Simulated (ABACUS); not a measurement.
# BP: equation of state with LDA

**Experimental background.**

“Equation of state of single-crystal cubic boron phosphide”, 2014, arxiv:1407.1677 reports, for a bulk crystal of BP at 300 K: bulk modulus 179 ± 1 GPa.

The system is BP.

```
CELL_PARAMETERS angstrom
0.00000 2.26900 2.26900
2.26900 0.00000 2.26900
2.26900 2.26900 0.00000
ATOMIC_POSITIONS crystal
P 0.75000 0.75000 0.75000
B 0.00000 0.00000 0.00000
```

```
Program             : ABACUS 3.10.1
Task                : equation of state
Functional          : LDA
Potentials or basis : SG15 ONCV 1.2 PBE
Cutoff              : 1034 eV
Density cutoff      : 4136 eV
Basis               : plane waves
k mesh              : 7 × 7 × 7
Occupations         : fermi-dirac, width 0.05 eV
Spin                : no spin polarisation
```

```
Equilibrium volume                      : 11.62 Å³/atom
Bulk modulus                            : 166 GPa
Pressure derivative of the bulk modulus : 3.7 (rough: it moves with the points fitted)
```

Energy against volume, from the lowest point:
```tsv
volume (Å³/atom)	energy (meV/atom)
10.981	18.56
11.448	0.00
11.915	2.40
12.383	22.11
```

All runs of the series together: 6.1 s on 4 threads of Intel(R) Xeon(R) Platinum 8488C (Sapphire Rapids), on a shared host.

Against the measured bulk modulus of BP, 179 GPa (300 K; “Equation of state of single-crystal cubic boron phosphide”, 2014, arxiv:1407.1677), the calculated 166 GPa is off by -7.3 %. 3 values of this kind are on record (173 to 179 GPa); this one was drawn at random among those near their median, those with a stated uncertainty first. The fit is for a static lattice scaled at fixed shape and fixed fractional positions.

Caveat: the potentials were made for another functional, which shifts forces and pressure. LDA usually gives volumes a few per cent too small.
